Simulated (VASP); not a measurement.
Set up this calculation in VASP 6.6.1, as the native input.

| Quantity | Value |
| --- | --- |
| Task | single point |
| Functional | PBEsol |
| Potentials or basis | VASP PAW PBE potentials, release 64 (B, N) |
| Cutoff | 520 eV |
| k mesh | 12 × 12 × 4 |
| Occupations | gaussian, width 0.05 eV |
| Spin | no spin polarisation |
| Dipole correction | no |
| Further INCAR settings | ALGO = Normal; EDIFF = 1e-06; NBANDS = 16 |

The structure of BN lies in POSCAR:

```
BN
1.0
    2.5043488457      0.0000000000      0.0000000000
   -1.2521744229      2.1688297203      0.0000000000
    0.0000000000      0.0000000000      7.0892866309
B N
2 2
Direct
    0.3333333333      0.6666666667      0.2500000000
    0.6666666667      0.3333333333      0.7500000000
    0.3333333333      0.6666666667      0.7500000000
    0.6666666667      0.3333333333      0.2500000000
```

The cell isn't the ideal one: strain +0.0100 x Voigt [0, 0, 1, 0, 0, 0], atoms carried along.

These files were run (other wordings do the same):

INCAR

```
SYSTEM = BN
PREC = Accurate ; ENCUT = 520
EDIFF = 1E-6 ; ISMEAR = 0
SIGMA = 0.05 ; LREAL = .FALSE.
LASPH = .TRUE. ; NELM = 100
ALGO = Normal ; ISIF = 2
LWAVE = .FALSE. ; LCHARG = .FALSE.
GGA = PS ; NBANDS = 16
```

KPOINTS

```
regular mesh
0
G
  12 12 4
  0 0 0
```

Potentials or basis: VASP PAW PBE potentials, release 64 (B, N).

The run is started by

```bash
$ cat potpaw_PBE.64/B/POTCAR potpaw_PBE.64/N/POTCAR > POTCAR
$ mpirun -np 1 vasp_std > vasp.out
```

It gave:

The pressure is 0.3 GPa and the band gap on the k mesh is 4.27 eV, indirect (least direct gap 4.60 eV).

Caveat: the PAW data sets were made with another functional, which shifts forces and pressure a little; this functional lacks dispersion, which binds the layers, so the pressure and a relaxed spacing across them are unreliable.

Run time: 25 s on 1 thread of AMD EPYC 7R13 Processor (Zen 3), on a shared host, peak memory 0.13 GiB.
